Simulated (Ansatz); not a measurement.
# WSi2As4 monolayer in a perpendicular field, part 2 of 2

Wanted: the out-of-plane response of the WSi2As4 monolayer. A positive field points along +c.

Ansatz 0.2.0; plane-wave DFT, PBE-D3(BJ), Ansatz PAW (set soft_1); PAW set soft_1.

So far. Step 2 (Relaxing the slab): The lattice constant a goes from 3.630 to 3.564 Å.

### 3. Single point, field 0

A sawtooth potential applies the field, turning back in the middle of the vacuum. With the dipole correction the typed value is the field outside the slab. The induced dipole is small, so the SCF threshold is tight.

The cell differs from the one that the last finished run ended in (c 49.355 → 27.947 Å).

Input file input.yaml:

```yaml
crystal:
  lattice:
    - [3.5636508627, 0.0, 0.0]
    - [-1.7818254314, 3.0862121773, 0.0]
    - [0.0, 0.0, 27.9467149639]
  atoms:
    - { symbol: As, position: [0.0, 0.0, 0.3220414282] }
    - { symbol: Si, position: [0.3333333333, 0.6666666667, 0.3623870301] }
    - { symbol: As, position: [0.3333333333, 0.6666666667, 0.4462376928] }
    - { symbol: W, position: [0.0, 0.0, 0.5] }
    - { symbol: As, position: [0.3333333333, 0.6666666667, 0.5537623072] }
    - { symbol: Si, position: [0.3333333333, 0.6666666667, 0.6376129699] }
    - { symbol: As, position: [0.0, 0.0, 0.6779585718] }
kpoints:
  mp_grid: { grid: [18, 18, 1] }
  band_path:
    path: [[0, 0, 0], [0.5, 0, 0], [0.33333333, 0.33333333, 0], [0, 0, 0]]
    npoints: 16
hamiltonian:
  xc: pbe
  dispersion: d3bj
  pseudopotentials: { kind: paw, azcp: { folder: soft_1 } }
scf:
  occupations: { method: fermi_dirac, width: 0.02585 }
  convergence: { dr2_threshold: 1.0e-10 }
efield:
  axis: 3
  dipole_correction: true
  ramp_position: 0.97
  ramp_width: 0.06
  amplitude: 0
output:
  dos: { projected: true, e_range: [-6, 5] }
  write_potential: true
  write_density: true
  volumetric_format: npy
  elf: true
```

On the command line:

```
$ ansatz run input.yaml --threads 4 --pin off --max-ram 6144MiB --backend cpu --events-out ev --progress --plain --runs-dir out
```

Numbers of over 12 decimals in the logs are rounded to 6 here.

What it wrote:

```text
[...]
Crystal: 7 atoms, lattice volume = 307.363 Å³
Basis set: ecut = 420 eV, 5919 PW (Γ)
Bands: 50, of which v1, the nominal top of the filled ones, is band 41 counted from 1 (40 counted from 0)
Symmetry: 6 space group operations
k-points: 37 of 324 (time reversal used)
[...]
SCF iter   1: F=—  HF=-31085.512848 eV  |F-HF|=—  |Δ(HF+E_count)|=         —  Δρ=2.60e-2  dr2=3.12e0  ethr=3.10e-3  p=0.000 e·Å  D=9.99e-14 V/Å  ΔV_dip=-0.00 eV  dr2_dipole=3.06e-7  V_vac-E_F(+/−)=6.26/6.26 eV  ⟨swp⟩=9.1  Hψ=8244  notcnv=0
efield: sawtooth ramp at fractional position 0.9700 (set: `efield.ramp_position`, or a place that a band, a saddle search or an elastic batch's reference lends), width 0.0600; the density the first Hamiltonian is built on has a dipole p = 0.000 e·Å; the dipole correction subtracts the counter field D = 9.99e-14 V/Å, which shifts the + side's vacuum level by -0.00 eV against the − side's; the planar-averaged density in the ramp window peaks in size at 4.1e-7 e/Å³
[...]
SCF iter   2: F=—  HF=-31085.074111 eV  |F-HF|=—  |Δ(HF+E_count)|=   4.39e-1  Δρ=1.54e-2  dr2=1.07e0  ethr=3.10e-3  p=0.000 e·Å  D=9.66e-5 V/Å  ΔV_dip=-0.00 eV  dr2_dipole=1.96e-6  V_vac-E_F(+/−)=4.55/4.56 eV  ⟨swp⟩=2.8  Hψ=2462  notcnv=0  defer=118
[...]
SCF iter  16: F=-31084.906507 eV  HF=-31084.906507 eV  |F-HF|=7.28e-12  |Δ(HF+E_count)|=  1.38e-10  Δρ=4.85e-8  dr2=3.10e-11  ethr=1.00e-12  p=0.000 e·Å  D=1.35e-7 V/Å  ΔV_dip=-0.00 eV  dr2_dipole=2.98e-12  V_vac-E_F(+/−)=4.40/4.40 eV  ⟨swp⟩=12.8  Hψ=6520  notcnv=0
SCF 1 converged in 16 iterations: F = -31084.906507 eV  dr2 = 3.10e-11
[...]
NSCF: frozen V_eff on 49 k-points
efield: sawtooth ramp at fractional position 0.9700 (kept from the solve that this one continues, or follows in the run), width 0.0600; the density the first Hamiltonian is built on has a dipole p = 0.000 e·Å; the dipole correction subtracts the counter field D = 1.35e-7 V/Å, which shifts the + side's vacuum level by -0.00 eV against the − side's; the planar-averaged density in the ramp window peaks in size at 4.1e-7 e/Å³
[...]
SCF converged after 16 iterations
Free energy (F): -31084.906507 eV
[...]
Internal energy: -31084.906507 eV  (E = F + TS)
E sigma→0 (E₀):  -31084.906507 eV
Fermi energy:    2.430916 eV
Dipole field:    D = -0.000002 V/Å  (p = -0.000003 e·Å, saw-weighted, corrected)
Work function:   Φ+ = 4.3998 eV   Φ− = 4.3997 eV
Levels:          The Fermi level and band energies are counted from a zero that moves with the ramp; work functions are not
[...]
--- Band table (eV; the first three rows and the last of 37) ---
  k-point 0: bands = [... 37 lower, 1.4783, 1.5512, 1.5512, 1.7750, 4.7978, 4.8347, 4.8391, 4.8391, ... 5 higher]
  k-point 1: bands = [... 37 lower, 1.2879, 1.3821, 1.4622, 1.7976, 4.6649, 4.7621, 4.9306, 5.0889, ... 5 higher]
  k-point 2: bands = [... 37 lower, 1.1015, 1.1376, 1.2356, 1.7556, 4.3407, 4.3671, 5.1060, 5.1560, ... 5 higher]
  k-point 36: bands = [... 37 lower, -0.8104, 0.1862, 0.9486, 2.0449, 2.8358, 3.2060, 3.5962, 4.3001, ... 5 higher]
```

Run time: 26 s. Hardware: 4 threads of Arm Neoverse V2, shared host; peak memory 1 GiB; 1.7 min of CPU time.

The column dr2 measures how far the density is from self-consistency, as an energy; F and HF (Harris–Foulkes) agree once it is small.

This step gave:

| Item | Value |
| --- | --- |
| dipole along the normal | -2.95e-6 e·Å |
| gap along the path | 0.7908 eV |
| smallest direct gap along the path | 0.7908 eV |
| ionisation energy, upper face | 4.786 eV |
| electron affinity, upper face | 3.995 eV |
| gap, the smaller of path and mesh | 0.7908 eV |

Running mean over a fixed 2.8 Å (it still follows the layers) of the planar mean; the ramp of the sawtooth is left out. Table of electron's electrostatic potential energy less the Fermi level by z:

| z (Å) | electron's electrostatic potential energy less the Fermi level (eV) |
| --- | --- |
| 3.5 | 4.40 |
| 4.0 | 4.40 |
| 4.5 | 4.40 |
| 5.0 | 4.40 |
| 5.5 | 4.39 |
| 6.0 | 4.34 |
| 6.5 | 4.15 |
| 7.0 | 3.40 |
| 7.5 | 2.12 |
| 8.0 | 0.603 |
| 8.5 | -1.79 |
| 9.0 | -3.91 |
| 9.5 | -5.15 |
| 10.0 | -4.75 |
| 10.5 | -4.32 |
| 11.0 | -3.52 |
| 11.5 | -2.34 |
| 12.0 | -2.35 |
| 12.5 | -3.91 |
| 13.0 | -6.11 |
| 13.5 | -7.25 |
| 14.0 | -7.60 |
| 14.5 | -7.17 |
| 15.0 | -5.92 |
| 15.5 | -3.68 |
| 16.0 | -2.27 |
| 16.5 | -2.43 |
| 17.0 | -3.68 |
| 17.5 | -4.34 |
| 18.0 | -4.82 |
| 18.5 | -5.11 |
| 19.0 | -3.70 |
| 19.5 | -1.54 |
| 20.0 | 0.798 |
| 20.5 | 2.26 |
| 21.0 | 3.52 |
| 21.5 | 4.19 |
| 22.0 | 4.35 |
| 22.5 | 4.39 |
| 23.0 | 4.40 |
| 23.5 | 4.40 |
| 24.0 | 4.40 |
| 24.5 | 4.40 |

The density of states has structure finer than the step of the table below, so its rows give means over 0.2 eV, whole bins alone (the curve runs from -6 to 2.38 eV). Peaks (eV: height): -4.87: 12.0, -2.77: 8.25, -2.55: 10.1, -2.31: 11.4, -2.11: 8.34, -2.00: 9.31, 1.33: 8.90.

Table of density of states by energy, zero at the Fermi level of the run, which the smearing sets inside the gap; means over each step:

energy (eV), density of states (states/eV a cell) and a bar:
```
     -5.8        0.9 ####
     -5.6        2.6 ##########
     -5.4        4.9 ###################
     -5.2        3.9 ###############
     -5.0        2.8 ###########
     -4.8        5.9 #######################
     -4.6        3.0 ###########
     -4.4        2.8 ###########
     -4.2        2.9 ###########
     -4.0        3.7 ##############
     -3.8        3.8 ###############
     -3.6        3.3 #############
     -3.4        3.6 ##############
     -3.2        5.6 ######################
     -3.0        5.3 ####################
     -2.8        7.2 ############################
     -2.6        6.2 ########################
     -2.4        5.1 ####################
     -2.2        7.8 ##############################
     -2.0        6.7 ##########################
     -1.8        5.3 ####################
     -1.6        3.8 ###############
     -1.4        2.1 ########
     -1.2        4.1 ################
     -1.0        3.7 ##############
     -0.8        1.9 #######
     -0.6        1.1 ####
     -0.4        0.2 #
     -0.2        0.0 
      0.0        0.0 
      0.2        0.0 
      0.4        0.5 ##
      0.6        1.3 #####
      0.8        1.8 #######
      1.0        3.0 ############
      1.2        4.3 ################
      1.4        6.9 ###########################
      1.6        4.9 ###################
      1.8        5.4 #####################
      2.0        5.3 #####################
      2.2        5.6 ######################
```

Projected DOS per atom over height of the atomic layer and energy from the Fermi level. Layers: As Si As W As Si As from below.

Ten even steps from '_' (0.00 states/eV) to '@' (2.51 states/eV), each cell a mean:
```
::--::==::--::
::::..**..::::
::::..@@..::::
....__++__....
______::______
______________
______________
______..______
______**______
..__..**..__..
::__::--::__::
==..==**==..==
==..--++--..==
==::--==--::==
--::::::::::--
....::::::....
::....::....::
......::......
....::::::....
....::::::....
..::--::--::..
____......____
```
Columns: height of the atomic layer (Å) from 9 to 18.9 (not evenly spaced); rows upwards: energy from the Fermi level (eV) from -5.96 to 2.32.

The electronic bands at the labelled points (eV, zero at the Fermi level of the run, which the smearing sets inside the gap):

| point | band 38 | band 39 | band 40 | band 41 | band 42 | band 43 | band 44 | band 45 |
| --- | --- | --- | --- | --- | --- | --- | --- | --- |
| Γ | -0.95 | -0.88 | -0.88 | -0.66 | 2.37 | 2.40 | 2.41 | 2.41 |
| halfway | -1.92 | -1.89 | -1.84 | -1.14 | 1.23 | 1.44 | 1.88 | 2.18 |
| M | -2.57 | -2.38 | -1.69 | -1.02 | 1.09 | 1.12 | 1.24 | 1.39 |
| halfway | -2.70 | -2.33 | -1.82 | -0.86 | 0.70 | 1.08 | 1.59 | 2.19 |
| K | -3.24 | -2.24 | -1.48 | -0.39 | 0.40 | 0.78 | 1.17 | 1.87 |
| halfway | -2.24 | -2.10 | -1.75 | -1.16 | 1.39 | 1.61 | 1.93 | 2.63 |
| Γ | -0.95 | -0.88 | -0.88 | -0.66 | 2.37 | 2.40 | 2.41 | 2.41 |

Electrostatic potential energy in the ca plane at fractional y = 0.667, with atoms of Si and As within 0.2 Å of it. With pseudopotentials it is smooth inside the atoms' cores, unlike the true potential.

Ten even steps from '0' (-23 eV) to '9' (7 eV), each cell a mean:
```
99999999999999999998667888999998865568899999
99999999999999999997657889999998764468999999
99999999999999999998777788899888776678888998
99999999999999999999876435787433577775335787
99999999999999999999872000474376268852663463
99999999999999999999860140162799448735996351
99999999999999999999860010263699358744995361
99999999999999999999874102675233378863333675
99999999999999999998877667888766777777667888
```
Columns run along c (16.0 Å, from fractional 0.06 to 0.63 of the cell; values clipped at the 3rd and 97th percentile), rows up along a (3.6 Å). Atoms in or near the plane, at fractional coordinates: Si at (0.36, 0.33), As at (0.45, 0.33), As at (0.55, 0.33).

ELF in the ca plane at fractional y = 0.667, with atoms of Si and As within 0.2 Å of it. It is the smooth field of the valence electrons, not physical close to the nuclei.

Ten even steps from '0' (0.00) to '9' (0.90), each cell a mean:
```
00001256776666421123432121234321124666677642
00001357776555310012321121123210013556677753
00000135666777532235653222356532235776666531
00000012345788766666776324677666667887543210
00000000124665479864356424653468964566421000
00000000012434579851025323520169975434210000
00000000013544479862135424531268974445310000
00000001235787667766676424676667766787532100
00000124556788653456775223577654357887655421
```
Columns run along c (16.0 Å, from fractional 0.19 to 0.76 of the cell), rows up along a (3.6 Å). Atoms in or near the plane, at fractional coordinates: Si at (0.36, 0.33), As at (0.45, 0.33), As at (0.55, 0.33), Si at (0.64, 0.33).

Valence density in the ca plane at fractional y = 0.667, with atoms of Si and As within 0.2 Å of it. It is the smooth field of the valence electrons, not physical close to the nuclei.

Values in e/Å³, 5 rows by 16 columns, each cell a mean:
```
 0  0  0  0  0  0  0  0  0  0  0  0  0  0  0  0
 0  0  0  0  0  0  0  0  0  0  0  0  0  0  0  0
 0  0  0  0  0  0  0  0  0  0  2  6  0  2  6  0
 0  0  0  0  0  0  0  0  0  0  4 13  0  3 14  1
 0  0  0  0  0  0  0  0  0  0  0  1  0  0  1  0
```
Columns run along c (16.0 Å, from fractional 0.06 to 0.63 of the cell), rows up along a (3.6 Å). Atoms in or near the plane, at fractional coordinates: Si at (0.36, 0.33), As at (0.45, 0.33), As at (0.55, 0.33).

The gap is 0.79 eV, with the valence edge 4.79 eV and the conduction edge 3.99 eV under the upper vacuum level. Spin-orbit coupling, left out in this run, matters for the bands of elements this heavy.

### 4. Single point, field 0.1 V/Å

Changes to input.yaml since step 3:

```diff
@@ -28,7 +28,6 @@
   dipole_correction: true
-  ramp_position: 0.97
-  ramp_width: 0.06
-  amplitude: 0
+  ramp_position: 0.9603
+  ramp_width: 0.0794
+  amplitude: 0.1
 output:
-  dos: { projected: true, e_range: [-6, 5] }
   write_potential: true
@@ -36,2 +35 @@
   volumetric_format: npy
-  elf: true
```

What it wrote:

```text
[...]
Crystal: 7 atoms, lattice volume = 307.363 Å³
Basis set: ecut = 420 eV, 5919 PW (Γ)
Bands: 50, of which v1, the nominal top of the filled ones, is band 41 counted from 1 (40 counted from 0)
Symmetry: 6 space group operations
k-points: 37 of 324 (time reversal used)
[...]
k-point 0: bands = [... 37 lower, 1.4706, 1.5582, 1.5582, 1.7748, 4.7802, 4.8375, 4.8375, 4.8505, ... 5 higher]
  k-point 1: bands = [... 37 lower, 1.2888, 1.3751, 1.4686, 1.7974, 4.6603, 4.7642, 4.9289, 5.0897, ... 5 higher]
  k-point 2: bands = [... 37 lower, 1.1009, 1.1320, 1.2405, 1.7554, 4.3283, 4.3777, 5.1027, 5.1583, ... 5 higher]
  k-point 36: bands = [... 37 lower, -0.8112, 0.1854, 0.9490, 2.0444, 2.8353, 3.2053, 3.5952, 4.2998, ... 5 higher]
[key lines of the parts left out:]
SCF converged after 17 iterations
Free energy (F): -31084.910142 eV
Fermi energy:    2.430407 eV
Dipole field:    D = 0.042808 V/Å  (p = 0.072714 e·Å, saw-weighted, corrected)
```

Run time: 27 s. Hardware: 4 threads; peak memory 0.97 GiB; 1.7 min of CPU time.

The dipole is 0.0727 e·Å, and the gap 0.791 eV.

### 5. Atoms held, field -0.1 V/Å

Changes to input.yaml since step 4:

```diff
@@ -30,3 +30,3 @@
   ramp_width: 0.0794
-  amplitude: 0.1
+  amplitude: -0.1
 output:
```

What it wrote:

```text
[...]
Crystal: 7 atoms, lattice volume = 307.363 Å³
Basis set: ecut = 420 eV, 5919 PW (Γ)
Bands: 50, of which v1, the nominal top of the filled ones, is band 41 counted from 1 (40 counted from 0)
Symmetry: 6 space group operations
k-points: 37 of 324 (time reversal used)
[...]
k-point 0: bands = [... 37 lower, 1.4706, 1.5582, 1.5582, 1.7748, 4.7802, 4.8375, 4.8375, 4.8505, ... 5 higher]
  k-point 1: bands = [... 37 lower, 1.2888, 1.3751, 1.4686, 1.7974, 4.6603, 4.7642, 4.9289, 5.0897, ... 5 higher]
  k-point 2: bands = [... 37 lower, 1.1009, 1.1320, 1.2405, 1.7554, 4.3283, 4.3777, 5.1027, 5.1583, ... 5 higher]
  k-point 36: bands = [... 37 lower, -0.8112, 0.1854, 0.9490, 2.0444, 2.8353, 3.2053, 3.5952, 4.2998, ... 5 higher]
[key lines of the parts left out:]
SCF converged after 17 iterations
Free energy (F): -31084.910142 eV
Fermi energy:    2.430407 eV
Dipole field:    D = -0.042810 V/Å  (p = -0.072718 e·Å, saw-weighted, corrected)
```

The job ended after 27 s (4 threads; peak memory 0.97 GiB; 1.8 min of CPU time).

The dipole is -0.0727 e·Å, and the gap 0.791 eV.

### 6. Response, atoms held

This step: plane-wave DFT, PBE-D3(BJ), Ansatz PAW (set soft_1); response to a field along the normal, atoms held; PAW set soft_1 (Ansatz 0.2.0).

The dipoles give the slope, and the difference of two potentials shows where the field is screened.

This step gave:

- equivalent conductor thickness p/(ε₀AE): 11.96 Å
- distance between the outer atoms: 9.947 Å

The dipole of the cell by applied field:

| applied field (V/Å) | dipole of the cell (e·Å) |
| --- | --- |
| -0.1000 | -0.0727 |
| 0.0000 | -2.9e-6 |
| 0.1000 | 0.0727 |

Local field over the applied field, running mean. From the potentials at -0.1 and 0.1 V/Å; running mean over 2.5 Å. The local field over applied field by z:

| z (Å) | local field over applied field |
| --- | --- |
| 4.5 | 0.998 |
| 5.0 | 0.993 |
| 5.5 | 0.982 |
| 6.0 | 0.952 |
| 6.5 | 0.885 |
| 7.0 | 0.761 |
| 7.5 | 0.592 |
| 8.0 | 0.414 |
| 8.5 | 0.242 |
| 9.0 | 0.110 |
| 9.5 | 0.0580 |
| 10.0 | 0.0543 |
| 10.5 | 0.0625 |
| 11.0 | 0.0802 |
| 11.5 | 0.0858 |
| 12.0 | 0.0677 |
| 12.5 | 0.0519 |
| 13.0 | 0.0445 |
| 13.5 | 0.0361 |
| 14.0 | 0.0326 |
| 14.5 | 0.0369 |
| 15.0 | 0.0453 |
| 15.5 | 0.0531 |
| 16.0 | 0.0699 |
| 16.5 | 0.0863 |
| 17.0 | 0.0783 |
| 17.5 | 0.0611 |
| 18.0 | 0.0539 |
| 18.5 | 0.0601 |
| 19.0 | 0.121 |
| 19.5 | 0.259 |
| 20.0 | 0.433 |
| 20.5 | 0.611 |
| 21.0 | 0.777 |
| 21.5 | 0.895 |
| 22.0 | 0.957 |
| 22.5 | 0.984 |
| 23.0 | 0.994 |
| 23.5 | 0.998 |

Electrons, planar mean, per unit field. Table of induced electron density by z:

| z (Å) | induced electron density (e/Å³ per V/Å) |
| --- | --- |
| 4.5 | 9.5e-6 |
| 5.0 | 2.9e-5 |
| 5.5 | 8.4e-5 |
| 6.0 | 2.3e-4 |
| 6.5 | 6.0e-4 |
| 7.0 | 0.00142 |
| 7.5 | 0.00282 |
| 8.0 | 0.00353 |
| 8.5 | 0.00148 |
| 9.0 | 6.6e-4 |
| 9.5 | 6.3e-4 |
| 10.0 | -0.00109 |
| 10.5 | -8.8e-4 |
| 11.0 | 4.7e-4 |
| 11.5 | 1.4e-4 |
| 12.0 | 2.1e-4 |
| 12.5 | 5.4e-4 |
| 13.0 | -1.7e-4 |
| 13.5 | -2.1e-4 |
| 14.0 | 2.6e-5 |
| 14.5 | 2.4e-4 |
| 15.0 | 9.8e-5 |
| 15.5 | -6.3e-4 |
| 16.0 | -8.0e-5 |
| 16.5 | -2.1e-4 |
| 17.0 | -4.3e-4 |
| 17.5 | 0.00104 |
| 18.0 | 8.9e-4 |
| 18.5 | -6.9e-4 |
| 19.0 | -6.9e-4 |
| 19.5 | -0.00171 |
| 20.0 | -0.00354 |
| 20.5 | -0.00266 |
| 21.0 | -0.00131 |
| 21.5 | -5.4e-4 |
| 22.0 | -2.1e-4 |
| 22.5 | -7.5e-5 |
| 23.0 | -2.5e-5 |
| 23.5 | -8.5e-6 |

The smaller of the gaps on the path and on the k-mesh, counted as 0 under 0.03 eV. The gap stays at 0.791 eV for applied field from -0.1 to 0.1 V/Å.

By hand: between -0.1 and 0.1 V/Å the dipole changes by 0.1454 e·Å, a slope of 0.7272 e·Å²/V. A perfect conductor of thickness t has p = ε₀AEt, so t = 180.95 × 0.7272 / 10.998 = 11.96 Å (e/ε₀ = 180.95 V·Å, A in Å²).

The induced dipole is that of a conductor 11.96 Å thick.

### 7. Results

```yaml
gap_without_field: 0.791 eV
ionisation_energy_upper_face: 4.79 eV
electron_affinity_upper_face: 3.99 eV
equivalent_conductor_thickness_atoms_held: 12.0 Å
```

The induced dipole equals that of a perfect conductor 11.96 Å thick, while the outer atoms lie 9.95 Å apart; an out-of-plane ε follows only once a thickness t is chosen, by 1 − 1/ε = 11.96 Å / t. The gap stays within 0.01 eV of 0.79 eV over the fields run, up to 0.1 V/Å in size. Semilocal functionals give gaps that are too small, and excitons are not included. Spin-orbit coupling is left out, which matters for the bands of elements this heavy. The outer anions sit over the metal atoms, one of several polytypes of such layers and not the lowest for every compound.

[Logs are printed without paths, hosts, clocks, repeated set-up lines and the standing remarks that a program may print on its own settings, such as how far it seeks lower states.]

[Hosts, paths, dates, database ids (printed as entryN), source tags and the programs' standing remarks are cut or masked in the printed files.]

[Maps of the electrostatic potential energy from Ansatz leave out the sawtooth potential of an applied field or a dipole correction, so their vacuum need not be flat; planar profiles and work functions include it.]

[The density of states shown here was stored with 400 of the rows of the run's finer table, so its peaks can read low, often by over a quarter, or be missed, and its means over a window can be off by a tenth or more.]
